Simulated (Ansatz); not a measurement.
**AgCl: a single-point run**

The task is a single-point run on AgCl. The structure is shown as the input types it. The cell is built on a prototype (h-MgO type) and needn't be the phase found in nature.

Method: density functional or hybrid calculation with the settings of its input, plane waves, in Ansatz 0.2.0.

3 further runs of the same task are left out: 3 that didn't finish.

## 1. The structure to begin with

It takes space group P6_3/mmc (No. 194, hexagonal). The conventional cell has a = 4.518 Å, b = 4.518 Å, c = 5.723 Å, α = 90.00°, β = 90.00°, γ = 120.00°. Ag (site symmetry -6m2) is surrounded by 5 Cl at 2.61 to 2.86 Å. Cl (site symmetry -6m2) has 5 Ag at 2.61 to 2.86 Å as nearest neighbours.

As a file:

```
Ag Cl
1.0
     4.51840    0.00000    0.00000
    -2.25920    3.91305    0.00000
     0.00000    0.00000    5.72303
Ag Cl
2 2
Direct
  0.33333 0.66667 0.25000
  0.66667 0.33333 0.75000
  0.66667 0.33333 0.25000
  0.33333 0.66667 0.75000
```

## 2. Input and run

input.yaml reads:

```yaml
crystal:
  lattice:
    - [4.5183989971, 0.0, 0.0]
    - [-2.2591994986, 3.9130483159, 0.0]
    - [0.0, 0.0, 5.7230254441]
  atoms:
    - { symbol: Ag, position: [0.3333333333, 0.6666666667, 0.25] }
    - { symbol: Ag, position: [0.6666666667, 0.3333333333, 0.75] }
    - { symbol: Cl, position: [0.6666666667, 0.3333333333, 0.25] }
    - { symbol: Cl, position: [0.3333333333, 0.6666666667, 0.75] }
kpoints:
  mp_grid: { grid: [2, 4, 6] }
hamiltonian:
  xc: hse06
scf:
  occupations: { method: fixed }
  n_extra_bands: 5
output:
  forces: true
  stress: true
  eigenvalues: true
```

Started as:

```
ansatz run input.yaml --threads 4 --pin off --max-ram 3686MiB --backend cpu --events-out ev --progress --plain --runs-dir out
```

**Question.** How will this run end, and is anything wrong with its input?

This run ends as converged, with warnings (stress exchange threshold loose, stress scf threshold loose, symmetry narrowed by mesh). Its log warns: «crystal.symmetry: narrowed to the stabiliser of the k-point mesh — unitary ops 24 → 8; excluded 16 operations that carry a point of the 2×4×6 mesh (shift [0, 0 ...»

Fixed occupations are right only where a gap separates filled from empty bands at every k-point. This system has one (2.87 eV on the mesh), so they are sound here.

The occupations need no remedy; a run with other occupations serves as a check.
